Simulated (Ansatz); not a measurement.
# Dielectric response of RbBr (001) films, part 4 of 5

Wanted: ε of rocksalt RbBr (001) by finite fields on slabs, and the band edges against the vacuum where run.

Ansatz 0.2.0; plane-wave DFT, PBE, Ansatz PAW (the session's first sound run).

So far, gap on the k-mesh (eV): step 2 (relaxation, 6 atoms, units 3) 4.25; step 12 (single point, 10 atoms, units 5, field 0.1 V/Å) 3.79; step 13 (atoms held, 10 atoms, units 5, field -0.1 V/Å) 3.79; step 15 (relaxing in the field, 10 atoms, units 5, field 0.05 V/Å) 4.18; step 16 (field on, atoms free, 10 atoms, units 5, field -0.05 V/Å) 4.18.

## Step 18: Relaxation, 16 atoms, units 8

This step: plane-wave DFT, PBE, Ansatz PAW (Ansatz 0.2.0).

System of this step: RbBr (001), 8 units. The cell holds 16 atoms: 8 Rb and 8 Br. Cell: a = 4.872 Å, b = 4.872 Å, c = 42.115 Å, α = 90.0°, β = 90.0°, γ = 90.0°. It derives from RbBr (rocksalt RbBr). Vacuum lies along c.

The next thickness, treated alike, so that differences show the interior and the faces cancel.

The input, input.yaml:

```yaml
crystal:
  lattice:
    - [4.87196572, 0.0, 0.0]
    - [0.0, 4.87196572, 0.0]
    - [0.0, 0.0, 42.115]
  atoms:
    - { symbol: Rb, position: [0.5, 0.5, 0.2137005817] }
    - { symbol: Br, position: [0.0, 0.0, 0.2137005817] }
    - { symbol: Rb, position: [0.0, 0.0, 0.2955004155] }
    - { symbol: Br, position: [0.5, 0.5, 0.2955004155] }
    - { symbol: Rb, position: [0.5, 0.5, 0.3773002493] }
    - { symbol: Br, position: [0.0, 0.0, 0.3773002493] }
    - { symbol: Rb, position: [0.0, 0.0, 0.4591000831] }
    - { symbol: Br, position: [0.5, 0.5, 0.4591000831] }
    - { symbol: Rb, position: [0.5, 0.5, 0.5408999169] }
    - { symbol: Br, position: [0.0, 0.0, 0.5408999169] }
    - { symbol: Rb, position: [0.0, 0.0, 0.6226997507] }
    - { symbol: Br, position: [0.5, 0.5, 0.6226997507] }
    - { symbol: Rb, position: [0.5, 0.5, 0.7044995845] }
    - { symbol: Br, position: [0.0, 0.0, 0.7044995845] }
    - { symbol: Rb, position: [0.0, 0.0, 0.7862994183] }
    - { symbol: Br, position: [0.5, 0.5, 0.7862994183] }
kpoints:
  mp_grid: { grid: [6, 6, 1] }
hamiltonian:
  xc: pbe
scf:
  occupations: { method: fixed }
  convergence: { dr2_threshold: 1.0e-09 }
efield:
  axis: 3
  dipole_correction: true
  ramp_position: 0.97
  ramp_width: 0.06
relax:
  f_tol: 0.003
  max_steps: 100
output:
  write_potential: true
  write_density: true
  volumetric_format: npy
```

Command:

```sh
$ ansatz run input.yaml --threads 8 --pin off --max-ram 12288MiB --backend cpu --events-out ev --progress --plain --runs-dir out
```

Numbers of over 12 decimals in the logs are rounded to 6 here.

The log of the run:

```text
[...]
Crystal: 16 atoms, lattice volume = 999.644 Å³
Basis set: ecut = 420 eV, 19513 PW (Γ), exchange–correlation on 72×72×576 points (8 copies of the dense FFT grid, shifted against one another)
Bands: 80, of which v1, the nominal top of the filled ones, is band 64 counted from 1 (63 counted from 0)
Symmetry: 8 space group operations
k-points: 10 of 36
[...]
- { symbol: Rb, position: [0.5, 0.5, 0.541923] }
    - { symbol: Br, position: [0, 0.0, 0.541890] }
    - { symbol: Rb, position: [0, 0.0, 0.625674] }
    - { symbol: Br, position: [0.5, 0.5, 0.625754] }
    - { symbol: Rb, position: [0.5, 0.5, 0.709741] }
    - { symbol: Br, position: [0, 0.0, 0.709458] }
    - { symbol: Rb, position: [0, 0.0, 0.792170] }
    - { symbol: Br, position: [0.5, 0.5, 0.793319] }
[key lines of the parts left out:]
SCF converged after 6 iterations
Free energy (F): -48432.260024 eV
Fermi energy:    -1.230059 eV
Dipole field:    D = 0.000000 V/Å  (p = 0.000000 e·Å, saw-weighted, corrected)
Work function:   Φ+ = 5.8310 eV   Φ− = 5.8310 eV
```

Wall time 1.7 min (8 threads of Arm Neoverse N1, shared host); peak memory 3 GiB; 13 min of CPU time.

The steps of the relaxation:

| step | energy less that of the first step (eV) | largest force component (eV/Å) |
| --- | --- | --- |
| 1 | 0.0000 | 0.0770 |
| 2 | -0.0173 | 0.0346 |
| 3 | -0.0282 | 0.0145 |
| 4 | -0.0280 | 0.0198 |
| 5 | -0.0285 | 0.0010 |
| 6 | -0.0285 | 0.0004 |

Relaxation step 4 was tried and not accepted.

Forces are held to the 8 operations that the run works with; a distortion that breaks them can't arise in this run.

The atoms that moved most (Å):

```
atom     dx     dy      dz  length
 Br2  0.000  0.000  -0.296   0.296
Br16  0.000  0.000   0.296   0.296
Rb15  0.000  0.000   0.247   0.247
 Rb1  0.000  0.000  -0.247   0.247
 Rb3  0.000  0.000  -0.221   0.221
Rb13  0.000  0.000   0.221   0.221
Br14  0.000  0.000   0.209   0.209
 Br4  0.000  0.000  -0.209   0.209
```

Final coordinates:

```cif
data_structure
_symmetry_space_group_name_H-M 'P 1'
_symmetry_Int_Tables_number 1
_cell_length_a 4.8720
_cell_length_b 4.8720
_cell_length_c 42.1150
_cell_angle_alpha 90.000
_cell_angle_beta 90.000
_cell_angle_gamma 90.000
_cell_volume 999.64
loop_
_atom_site_label
_atom_site_type_symbol
_atom_site_fract_x
_atom_site_fract_y
_atom_site_fract_z
_atom_site_occupancy
Rb1 Rb 0.50000 0.50000 0.20783 1
Br2 Br 0.00000 0.00000 0.20668 1
Rb3 Rb 0.00000 0.00000 0.29026 1
Br4 Br 0.50000 0.50000 0.29054 1
Rb5 Rb 0.50000 0.50000 0.37433 1
Br6 Br 0.00000 0.00000 0.37425 1
Rb7 Rb 0.00000 0.00000 0.45808 1
Br8 Br 0.50000 0.50000 0.45811 1
Rb9 Rb 0.50000 0.50000 0.54192 1
Br10 Br 0.00000 0.00000 0.54189 1
Rb11 Rb 0.00000 0.00000 0.62567 1
Br12 Br 0.50000 0.50000 0.62575 1
Rb13 Rb 0.50000 0.50000 0.70974 1
Br14 Br 0.00000 0.00000 0.70946 1
Rb15 Rb 0.00000 0.00000 0.79217 1
Br16 Br 0.50000 0.50000 0.79332 1
```

Running mean over 3.445 Å of the planar mean; the ramp of the sawtooth is left out. The electron's electrostatic potential energy less the highest filled level by z:

z (Å), electron's electrostatic potential energy less the highest filled level (eV) and a bar from the least value:
```
        4       5.83 ##############################
        5       5.82 ##############################
        6       5.64 #############################
        7       2.95 ###############
        8       0.19 #
        9       0.01 
       10       0.15 #
       11       0.12 #
       12      -0.01 
       13       0.04 
       14       0.41 ##
       15       0.05 
       16       0.00 
       17       0.20 #
       18       0.23 #
       19       0.00 
       20       0.03 
       21       0.39 ##
       22       0.05 
       23       0.00 
       24       0.17 #
       25       0.27 #
       26       0.01 
       27       0.03 
       28       0.40 ##
       29       0.07 
       30      -0.01 
       31       0.09 
       32       0.18 #
       33       0.01 
       34       0.13 #
       35       2.41 ############
       36       5.56 #############################
       37       5.82 ##############################
       38       5.83 ##############################
```

The relaxation took 6 steps and lowered the energy by 0.029 eV; the largest force on the free atoms ends at 3.6e-4 eV/Å.

The gap is 4.22 eV, with the valence edge 5.83 eV and the conduction edge 1.61 eV under the upper vacuum level.

## Step 19: Side by side

Times are for 8 threads of Arm Neoverse N1, shared host. Results by setting:

| no. | units | gap by band count (eV) | ionisation energy, upper face (eV) | electron affinity, upper face (eV) | time | memory (GiB) |
| --- | --- | --- | --- | --- | --- | --- |
| 1 | 3 | 4.252 | 5.815 | 1.562 | 14 s | 1.1 |
| 2 | 5 | 4.237 | 5.829 | 1.592 | 31 s | 1.7 |
| 3 | 8 | 4.220 | 5.831 | 1.611 | 1.7 min | 3.0 |

The runs together. The valence density, planar mean by z:

```
z (Å)  3 (e/Å³)  5 (e/Å³)  8 (e/Å³)
  5.0    2.3e-5    2.9e-5    4.0e-5
  5.5    8.8e-5    1.1e-4    1.6e-4
  6.0    3.5e-4    4.5e-4    6.3e-4
  6.5   0.00136   0.00175   0.00254
  7.0   0.00585   0.00755    0.0113
  7.5    0.0268    0.0357    0.0526
  8.0     0.126     0.161     0.220
  8.5     0.351     0.374     0.399
  9.0     0.414     0.412     0.398
  9.5     0.308     0.267     0.203
 10.0    0.0904    0.0720    0.0487
 10.5    0.0245    0.0226    0.0213
 11.0    0.0312    0.0392    0.0558
 11.5     0.126     0.161     0.222
 12.0     0.354     0.379     0.402
 12.5     0.414     0.409     0.396
 13.0     0.309     0.265     0.200
 13.5    0.0915    0.0712    0.0498
 14.0    0.0250    0.0220    0.0208
 14.5    0.0304    0.0355    0.0501
 15.0     0.126     0.150     0.205
 15.5     0.356     0.370     0.399
 16.0     0.414     0.412     0.401
 16.5     0.307     0.281     0.219
 17.0    0.0902    0.0782    0.0536
 17.5    0.0191    0.0233    0.0208
 18.0   0.00419    0.0328    0.0456
 18.5   0.00101     0.134     0.192
 19.0    2.6e-4     0.358     0.391
 19.5    6.5e-5     0.413     0.405
 20.0    1.7e-5     0.296     0.232
 20.5    4.4e-6    0.0858    0.0582
 21.0    1.1e-6    0.0244    0.0210
 21.5         0    0.0335    0.0432
 22.0         0     0.136     0.177
 22.5         0     0.361     0.387
 23.0         0     0.413     0.408
 23.5         0     0.294     0.247
 24.0         0    0.0864    0.0651
 24.5         0    0.0179    0.0215
```

## Step 20: Single point on the relaxed film, 16 atoms, units 8

The next thickness, treated alike, so that differences show the interior and the faces cancel.

The input, input.yaml:

```yaml
crystal:
  lattice:
    - [4.87196572, 0.0, 0.0]
    - [0.0, 4.87196572, 0.0]
    - [0.0, 0.0, 42.115]
  atoms:
    - { symbol: Rb, position: [0.5, 0.5, 0.2078303721] }
    - { symbol: Br, position: [0.0, 0.0, 0.2066812321] }
    - { symbol: Rb, position: [0.0, 0.0, 0.2902592178] }
    - { symbol: Br, position: [0.5, 0.5, 0.2905420471] }
    - { symbol: Rb, position: [0.5, 0.5, 0.3743264406] }
    - { symbol: Br, position: [0.0, 0.0, 0.374245985] }
    - { symbol: Rb, position: [0.0, 0.0, 0.4580769379] }
    - { symbol: Br, position: [0.5, 0.5, 0.4581097834] }
    - { symbol: Rb, position: [0.5, 0.5, 0.5419230613] }
    - { symbol: Br, position: [0.0, 0.0, 0.5418902164] }
    - { symbol: Rb, position: [0.0, 0.0, 0.6256735589] }
    - { symbol: Br, position: [0.5, 0.5, 0.6257540158] }
    - { symbol: Rb, position: [0.5, 0.5, 0.7097407821] }
    - { symbol: Br, position: [0.0, 0.0, 0.709457953] }
    - { symbol: Rb, position: [0.0, 0.0, 0.7921696287] }
    - { symbol: Br, position: [0.5, 0.5, 0.7933187677] }
kpoints:
  mp_grid: { grid: [6, 6, 1] }
hamiltonian:
  xc: pbe
scf:
  occupations: { method: fixed }
  convergence: { dr2_threshold: 1.0e-09 }
efield:
  axis: 3
  dipole_correction: true
  ramp_position: 0.97
  ramp_width: 0.06
output:
  eigenvalues: true
  dos: { projected: true, e_range: [-7, 7] }
  write_potential: true
  write_density: true
  volumetric_format: npy
checkpoint:
  write: end8.run
  compress: false
  write_wavefunctions: false
```

The log of the run:

```text
[...]
Crystal: 16 atoms, lattice volume = 999.644 Å³
Basis set: ecut = 420 eV, 19513 PW (Γ)
Bands: 80, of which v1, the nominal top of the filled ones, is band 64 counted from 1 (63 counted from 0)
Symmetry: 8 space group operations
k-points: 10 of 36
[...]
k-point 1: bands = [... 60 lower, -1.3551, -1.3350, -1.2973, -1.2972, 3.3818, 3.4735, 3.7047, 4.0363, ... 12 higher]
  k-point 2: bands = [... 60 lower, -1.4251, -1.4251, -1.3900, -1.3854, 4.2101, 4.2358, 4.4652, 4.7247, ... 12 higher]
  k-point 9: bands = [... 60 lower, -1.4475, -1.4475, -1.3312, -1.3312, 4.4064, 4.4064, 4.6031, 4.6031, ... 12 higher]
[key lines of the parts left out:]
SCF converged after 7 iterations
Free energy (F): -48432.260466 eV
Fermi energy:    -1.230223 eV
Dipole field:    D = -0.000000 V/Å  (p = -0.000000 e·Å, saw-weighted, corrected)
Work function:   Φ+ = 5.8309 eV   Φ− = 5.8309 eV
```

It took 29 s on 8 threads; peak memory 3 GiB; 3.6 min of CPU time.

Running mean over 3.445 Å of the planar mean; the ramp of the sawtooth is left out. The electron's electrostatic potential energy less the highest filled level by z:

```csv
z (Å),electron's electrostatic potential energy less the highest filled level (eV)
4,5.83
5,5.82
6,5.64
7,2.95
8,0.190
9,0.00643
10,0.146
11,0.125
12,-0.00851
13,0.0410
14,0.412
15,0.0462
16,0.00414
17,0.205
18,0.234
19,0.00284
20,0.0328
21,0.389
22,0.0510
23,4.8e-4
24,0.173
25,0.266
26,0.00722
27,0.0310
28,0.399
29,0.0653
30,-0.00861
31,0.0858
32,0.181
33,0.00677
34,0.131
35,2.41
36,5.56
37,5.82
38,5.83
```

The gap is 4.22 eV, with the valence edge 5.83 eV and the conduction edge 1.61 eV under the upper vacuum level.

## Step 21: Atoms held, 16 atoms, units 8, field 0.1 V/Å

input.yaml, as its differences from that of step 20:

```diff
@@ -28,3 +28,3 @@
   occupations: { method: fixed }
-  convergence: { dr2_threshold: 1.0e-09 }
+  convergence: { dr2_threshold: 1.0e-10 }
 efield:
@@ -34,5 +34,4 @@
   ramp_width: 0.06
+  amplitude: 0.1
 output:
-  eigenvalues: true
-  dos: { projected: true, e_range: [-7, 7] }
   write_potential: true
@@ -40,5 +39 @@
   volumetric_format: npy
-checkpoint:
-  write: end8.run
-  compress: false
-  write_wavefunctions: false
```

The log of the run:

```text
[...]
Crystal: 16 atoms, lattice volume = 999.644 Å³
Basis set: ecut = 420 eV, 19513 PW (Γ)
Bands: 80, of which v1, the nominal top of the filled ones, is band 64 counted from 1 (63 counted from 0)
Symmetry: 8 space group operations
k-points: 10 of 36
[...]
k-point 0: bands = [... 60 lower, -1.0335, -0.9184, -0.7394, -0.7394, 2.6228, 3.1151, 3.4461, 3.7315, ... 12 higher]
  k-point 1: bands = [... 60 lower, -1.0990, -0.9295, -0.8998, -0.8050, 2.9486, 3.4768, 3.7997, 4.0535, ... 12 higher]
  k-point 2: bands = [... 60 lower, -1.2245, -1.1689, -0.9307, -0.9113, 3.6378, 4.2926, 4.5914, 4.7792, ... 12 higher]
  k-point 9: bands = [... 60 lower, -1.2580, -0.9788, -0.9788, -0.8450, 4.2029, 4.2029, 4.6036, 4.6036, ... 12 higher]
[key lines of the parts left out:]
SCF converged after 11 iterations
Free energy (F): -48432.271616 eV
Fermi energy:    -0.739379 eV
Dipole field:    D = 0.040369 V/Å  (p = 0.223012 e·Å, saw-weighted, corrected)
```

Run time: 33 s. Hardware: 8 threads; peak memory 3 GiB; 4.1 min of CPU time.

The dipole is 0.223 e·Å, and the gap on the mesh 3.362 eV.

## Step 22: Atoms held, 16 atoms, units 8, field -0.1 V/Å

input.yaml, as its differences from that of step 21:

```diff
@@ -34,3 +34,3 @@
   ramp_width: 0.06
-  amplitude: 0.1
+  amplitude: -0.1
 output:
```

The log of the run:

```text
[...]
Crystal: 16 atoms, lattice volume = 999.644 Å³
Basis set: ecut = 420 eV, 19513 PW (Γ)
Bands: 80, of which v1, the nominal top of the filled ones, is band 64 counted from 1 (63 counted from 0)
Symmetry: 8 space group operations
k-points: 10 of 36
[...]
k-point 0: bands = [... 60 lower, -1.0335, -0.9184, -0.7394, -0.7394, 2.6228, 3.1151, 3.4461, 3.7315, ... 12 higher]
  k-point 1: bands = [... 60 lower, -1.0990, -0.9295, -0.8998, -0.8050, 2.9486, 3.4768, 3.7997, 4.0535, ... 12 higher]
  k-point 2: bands = [... 60 lower, -1.2245, -1.1689, -0.9307, -0.9113, 3.6378, 4.2926, 4.5914, 4.7792, ... 12 higher]
  k-point 9: bands = [... 60 lower, -1.2580, -0.9788, -0.9788, -0.8450, 4.2029, 4.2029, 4.6036, 4.6036, ... 12 higher]
[key lines of the parts left out:]
SCF converged after 11 iterations
Free energy (F): -48432.271616 eV
Fermi energy:    -0.739380 eV
Dipole field:    D = -0.040369 V/Å  (p = -0.223012 e·Å, saw-weighted, corrected)
```

It took 33 s on 8 threads; peak memory 3 GiB; 4.2 min of CPU time.

The dipole is -0.223 e·Å, and the gap on the mesh 3.362 eV.

## Step 23: Response with the atoms held, 16 atoms, units 8

This step: plane-wave DFT, PBE, Ansatz PAW; response to a field along the normal, atoms held (Ansatz 0.2.0).

Local field over the applied field, running mean. From the potentials at -0.1 and 0.1 V/Å; running mean over 3.445 Å, taken twice. Local field over applied field against z:

z (Å), local field over applied field and a bar from the least value:
```
        4      0.774 #####################
        5      0.947 ##############################
        6      0.839 ########################
        7      0.682 ################
        8      0.528 #######
        9      0.431 ##
       10      0.399 
       11      0.396 
       12      0.399 
       13      0.402 
       14      0.403 
       15      0.403 
       16      0.403 
       17      0.403 
       18      0.403 
       19      0.403 
       20      0.403 
       21      0.403 
       22      0.403 
       23      0.403 
       24      0.403 
       25      0.403 
       26      0.403 
       27      0.403 
       28      0.403 
       29      0.403 
       30      0.400 
       31      0.397 
       32      0.397 
       33      0.424 ##
       34      0.514 ######
       35      0.663 ###############
       36      0.823 #######################
       37      0.938 ##############################
```

The induced dipole is that of a conductor 17.00 Å thick.

## Step 24: Field on, atoms free, 16 atoms, units 8, field 0.05 V/Å

This step: plane-wave DFT, PBE, Ansatz PAW (Ansatz 0.2.0).

The same pair of relaxations in the field for this thickness.

input.yaml, as its differences from that of step 22:

```diff
@@ -34,3 +34,6 @@
   ramp_width: 0.06
-  amplitude: -0.1
+  amplitude: 0.05
+relax:
+  f_tol: 0.0006
+  max_steps: 70
 output:
```

The log of the run:

```text
[...]
Crystal: 16 atoms, lattice volume = 999.644 Å³
Basis set: ecut = 420 eV, 19513 PW (Γ), exchange–correlation on 72×72×576 points (8 copies of the dense FFT grid, shifted against one another)
Bands: 80, of which v1, the nominal top of the filled ones, is band 64 counted from 1 (63 counted from 0)
Symmetry: 8 space group operations
k-points: 10 of 36
[...]
- { symbol: Br, position: [0.5, 0.5, 0.457966] }
    - { symbol: Rb, position: [0.5, 0.5, 0.542072] }
    - { symbol: Br, position: [0, 0.0, 0.541758] }
    - { symbol: Rb, position: [0, 0.0, 0.625851] }
    - { symbol: Br, position: [0.5, 0.5, 0.625611] }
    - { symbol: Rb, position: [0.5, 0.5, 0.709876] }
    - { symbol: Br, position: [0, 0.0, 0.709398] }
    - { symbol: Rb, position: [0, 0.0, 0.792467] }
    - { symbol: Br, position: [0.5, 0.5, 0.793103] }
[key lines of the parts left out:]
SCF converged after 8 iterations
Free energy (F): -48432.264071 eV
Fermi energy:    -1.140802 eV
Dipole field:    D = 0.029340 V/Å  (p = 0.162088 e·Å, saw-weighted, corrected)
```

Wall time 82 s (8 threads); peak memory 3 GiB.

The relaxation took 4 steps and lowered the energy by 0.0013 eV; the largest force on the free atoms ends at 4.6e-4 eV/Å.

The dipole is 0.162 e·Å, and the gap on the mesh 4.098 eV.

## Step 25: Field on, atoms free, 16 atoms, units 8, field -0.05 V/Å

The opposite sign, again from the field-free geometry; the difference of the two cancels what relaxes without a field.

input.yaml, as its differences from that of step 24:

```diff
@@ -34,3 +34,3 @@
   ramp_width: 0.06
-  amplitude: 0.05
+  amplitude: -0.05
 relax:
```

The log of the run:

```text
[...]
Crystal: 16 atoms, lattice volume = 999.644 Å³
Basis set: ecut = 420 eV, 19513 PW (Γ), exchange–correlation on 72×72×576 points (8 copies of the dense FFT grid, shifted against one another)
Bands: 80, of which v1, the nominal top of the filled ones, is band 64 counted from 1 (63 counted from 0)
Symmetry: 8 space group operations
k-points: 10 of 36
[...]
- { symbol: Br, position: [0.5, 0.5, 0.458240] }
    - { symbol: Rb, position: [0.5, 0.5, 0.541782] }
    - { symbol: Br, position: [0, 0.0, 0.542033] }
    - { symbol: Rb, position: [0, 0.0, 0.625528] }
    - { symbol: Br, position: [0.5, 0.5, 0.625927] }
    - { symbol: Rb, position: [0.5, 0.5, 0.709655] }
    - { symbol: Br, position: [0, 0.0, 0.709576] }
    - { symbol: Rb, position: [0, 0.0, 0.791980] }
    - { symbol: Br, position: [0.5, 0.5, 0.793628] }
[key lines of the parts left out:]
SCF converged after 5 iterations
Free energy (F): -48432.264072 eV
Fermi energy:    -1.140520 eV
Dipole field:    D = -0.029313 V/Å  (p = -0.161936 e·Å, saw-weighted, corrected)
```

The job ended after 85 s (8 threads; peak memory 3 GiB).

The relaxation took 5 steps and lowered the energy by 0.0013 eV; the largest force on the free atoms ends at 4.4e-5 eV/Å.

The dipole is -0.162 e·Å, and the gap on the mesh 4.098 eV.

## Step 26: Response with the atoms relaxed, 16 atoms, units 8

This step: plane-wave DFT, PBE, Ansatz PAW; response to a field along the normal, atoms relaxed (Ansatz 0.2.0).

Local field over the applied field, running mean. From the potentials at -0.05 and 0.05 V/Å; running mean over 3.445 Å, taken twice. The local field over applied field by z:

```csv
z (Å),local field over applied field
4,0.833
5,0.899
6,0.733
7,0.473
8,0.256
9,0.0943
10,0.0698
11,0.129
12,0.155
13,0.201
14,0.187
15,0.165
16,0.146
17,0.146
18,0.154
19,0.159
20,0.165
21,0.166
22,0.165
23,0.160
24,0.154
25,0.146
26,0.150
27,0.166
28,0.184
29,0.204
30,0.176
31,0.137
32,0.0756
33,0.0693
34,0.231
35,0.442
36,0.712
37,0.906
```

The induced dipole is that of a conductor 24.70 Å thick.

## Step 27: Electronic ε from the series

This step: plane-wave DFT, PBE, Ansatz PAW; permittivity from the thickness series, atoms held (Ansatz 0.2.0).

Each added layer adds t(1 − 1/ε) to the dipole term, so the slope against thickness gives ε without a choice of where the film ends.

Numbers from this step:

| Property | Result |
| --- | --- |
| slope | 0.5970 |
| intercept of the fit | 2.252 Å |
| ε of the interior | 2.481 |

Table of equivalent conductor thickness by distance between the outer atoms:

```
distance between the outer atoms (Å)  equivalent conductor thickness (Å)
                                7.05                                6.46
                               14.12                                10.7
                               24.71                                17.0
```

By hand, from the thinnest and the thickest film: slope = (17.001 − 6.463) / (24.706 − 7.053) = 0.597, so ε = 1/(1 − 0.597) = 2.48.

[end of part 4 of 5]

[Logs are printed without paths, hosts, clocks, repeated set-up lines and the standing remarks that a program may print on its own settings, such as how far it seeks lower states.]

[Hosts, paths, dates, database ids (printed as entryN), source tags and the programs' standing remarks are cut or masked in the printed files.]

[Maps of the electrostatic potential energy from Ansatz leave out the sawtooth potential of an applied field or a dipole correction, so their vacuum need not be flat; planar profiles and work functions include it.]
